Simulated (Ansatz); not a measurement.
Ansatz input

```yaml
crystal:
  lattice:
    - [-4.1453594749, 4.0989966602, 1.6705485316]
    - [4.0989966602, -4.1453594749, 1.6705485316]
    - [2.2987916935, 2.2987916935, -1.7554621115]
  atoms:
    - { symbol: Tl, position: [0.9989502929, 0.0010497071, 0.0] }
    - { symbol: Tl, position: [0.7510497071, 0.2489502929, 0.5] }
hamiltonian:
  xc: r2scan
  pseudopotentials:
    kind: paw
    azcp:
      Tl: "pseudopotentials/Tl.paw.azcp"
basis:
  ecutwfc: 500
  fft_grid_basis: typed
kpoints:
  mp_grid: { grid: [13, 13, 11], shift: [0, 0, 0] }
magnetization:
  spin_polarized: false
scf:
  occupations: { method: fermi_dirac, width: 0.1 }
  lower_state_search: "off"
output:
  stress: true
  write_density: true
  write_potential: true
  elf: true
  volumetric_format: npy
```

Output

```
Engine: ansatz 0.2.0, x86_64-unknown-linux-gnu
Pseudopotentials: kind: paw
Pseudopotential: Tl, paw, valence charge 13, recommended cutoff 500 eV (meta_gga) 
Functional definition: r2SCAN
  parameter k0 = 0.174
  parameter k1 = 0.065
  parameter a1 = 4.9479
  exchange = r2scan_x(k0 = k0, k1 = k1, a1 = a1)
  correlation = r2scan_c
Crystal: 2 atoms, lattice volume = 62.650 Å³
Basis set: ecut = 500 eV, 1575 PW (Γ), exchange–correlation on 180×180×108 points (64 copies of the dense FFT grid, shifted against one another)
Bands: 17, of which v1, the nominal top of the filled ones, is band 13 counted from 1 (12 counted from 0)
Symmetry: 4 space group operations
Space group: C2/c (ITA 15), of the structure as read, at distance tolerance 4.0e-5 Å
k-points: 504 of 1859
Non-local potential: Tl, projectors of the file, l = 0: 2, l = 1: 2, l = 2: 2, l = 3: 1
PAW form: soft (Blöchl's): semilocal exchange-correlation on the pseudo side does not see the compensation charge
PAW frozen core: Tl, regenerated for the run's functional (the file was generated under x = pbe(κ = 0.804, μ = 0.2195149727645171), c = pbe(β = 0.06672455060314922))
PAW one-centre angular grid: Tl, 590 points (default); XC on 160 Gauss nodes
Initial density: superposition of atomic densities (neutral atoms: chi_scale 0, normalization atom), corrected by the library's trained network
Initial wavefunctions: pseudopotential atomic-orbital guess
Functional: x = r2scan, c = r2scan; τ floored in thin density (d = 2e-4 eV/Å³)
SCF iter   1: F=-22917.114145 eV  HF=-22917.139084 eV  |F-HF|=2.49e-2  |Δ(HF+E_count)|=         —  Δρ=7.79e-3  dr2=3.25e-2  dr2_τ=1.17e-2  ethr=1.77e-3  ⟨swp⟩=6.0  Hψ=46411  notcnv=0
SCF iter   2: F=-22917.125730 eV  HF=-22917.129538 eV  |F-HF|=3.81e-3  |Δ(HF+E_count)|=   9.55e-3  Δρ=3.16e-3  dr2=6.02e-3  dr2_τ=5.10e-4  ethr=1.25e-4  ⟨swp⟩=2.7  Hψ=21644  notcnv=0  defer=1
SCF iter   3: F=-22917.128364 eV  HF=-22917.128187 eV  |F-HF|=1.77e-4  |Δ(HF+E_count)|=   1.35e-3  Δρ=5.20e-4  dr2=2.58e-4  dr2_τ=4.49e-6  ethr=2.32e-5  ⟨swp⟩=2.0  Hψ=16499  notcnv=0  defer=1
SCF iter   4: F=-22917.128432 eV  HF=-22917.128411 eV  |F-HF|=2.16e-5  |Δ(HF+E_count)|=   2.24e-4  Δρ=2.08e-4  dr2=2.78e-5  dr2_τ=2.12e-7  ethr=9.91e-7  ⟨swp⟩=2.0  Hψ=17159  notcnv=0  defer=1
SCF iter   5: F=-22917.128435 eV  HF=-22917.128435 eV  |F-HF|=8.07e-7  |Δ(HF+E_count)|=   2.40e-5  Δρ=4.44e-5  dr2=1.01e-6  dr2_τ=1.42e-7  ethr=1.07e-7  ⟨swp⟩=3.0  Hψ=15770  notcnv=0  defer=1
SCF iter   6: F=-22917.128436 eV  HF=-22917.128436 eV  |F-HF|=1.44e-7  |Δ(HF+E_count)|=   1.03e-6  Δρ=1.13e-5  dr2=1.03e-7  dr2_τ=1.81e-9  ethr=3.85e-10  ⟨swp⟩=9.4  Hψ=60960  notcnv=0
SCF iter   7: F=-22917.128436 eV  HF=-22917.128436 eV  |F-HF|=5.16e-9  |Δ(HF+E_count)|=   1.77e-7  Δρ=3.01e-6  dr2=8.40e-9  dr2_τ=1.17e-10  ethr=3.85e-10  ⟨swp⟩=8.7  Hψ=53722  notcnv=0
SCF 1 converged in 7 iterations: F = -22917.128436 eV  dr2 = 8.40e-9
SCF converged after 7 iterations
Free energy (F): -22917.128436 eV
Harris-Foulkes:  -22917.128436 eV  (|F-HF|=5.16e-9)
Internal energy: -22917.087015 eV  (E = F + TS)
E sigma→0 (E₀):  -22917.107726 eV
Entropy (-TS):   -0.041420 eV (-20.710 meV/atom)
Fermi energy:    9.154466 eV
--- Per-component energies (eV) ---
  E_band       = -28.384079
  E_kinetic    = 667.852404
  E_local      = -1866.487042  (includes V_loc(G=0)·N_el)
  E_nonlocal   = 634.571741
  E_hartree    = 691.558280
  E_xc         = -436.539568
  E_vxc        = -312.566157  (∫ρ·V_xc dr)
  E_paw        = -20383.472983  (= ΣΔE_a)
  E_vpaw       = -559.046020  (= ΣTr[D̂ρ^β])
  E_aug_tail   = 0.000036  (compensation charges beyond the density's cutoff)
  E_vtau       = 24.172194  (kinetic-family band-sum trace: ∫τ·v_τ [+ j·A + Jᵃ·Aᵃ] dr)
  E_ewald      = -2226.649405
  E_core_change = 2.079522  (= ΣΔE_core)
  E_smearing   = -0.041420  (= −TS)
  E_closure    = 0.000000  (closes the sum)
  Σ components = -22917.128436   (vs F -22917.128436, Δ=0.00e0)
--- Stress (GPa, compression-positive) ---
       -1.191206      -0.057544       0.017478
       -0.057544      -1.191206       0.017478
        0.017478       0.017478      -0.788694
  P = ⅓ Tr σ = -1.0570 GPa (-10.570 kbar)
--- Band table (eV; the first three rows and the last of 504) ---
  k-point 0: bands = ["-3.1677", "-3.1172", "-3.1111", "-2.9431", "-2.9294", "-2.8117", "-2.8073", "-2.6786", "-2.6669", "-2.5407", "-0.7378", "3.3799", "6.4916", "15.5027", "18.6041", "18.7826", "18.8882"]
  k-point 1: bands = ["-3.1734", "-3.1255", "-3.0821", "-2.9518", "-2.9105", "-2.7931", "-2.7926", "-2.6776", "-2.6662", "-2.5706", "-0.6005", "3.4629", "6.6668", "14.1483", "17.7609", "18.1370", "18.5585"]
  k-point 2: bands = ["-3.1906", "-3.1549", "-3.0008", "-2.9732", "-2.8653", "-2.7540", "-2.7422", "-2.6742", "-2.6641", "-2.6446", "-0.1842", "3.7058", "7.1794", "11.9265", "15.4440", "16.9274", "17.6870"]
  k-point 503: bands = ["-3.2498", "-3.2464", "-3.1516", "-3.1488", "-2.7080", "-2.7020", "-2.5855", "-2.5725", "-2.5277", "-2.5163", "3.4187", "3.6040", "6.8473", "7.0345", "14.3401", "14.7062", "15.8726"]
```

Launched by

```sh
ansatz run input.yaml --threads 1 --pin off --max-ram 3584MiB --backend cpu --events-out ev --progress --plain --runs-dir out
```

On 1 thread of Intel(R) Xeon(R) Platinum 8259CL CPU @ 2.50GHz (Skylake/Cascade Lake) (shared host) this took about 140 s of wall time and 140 s of CPU time.
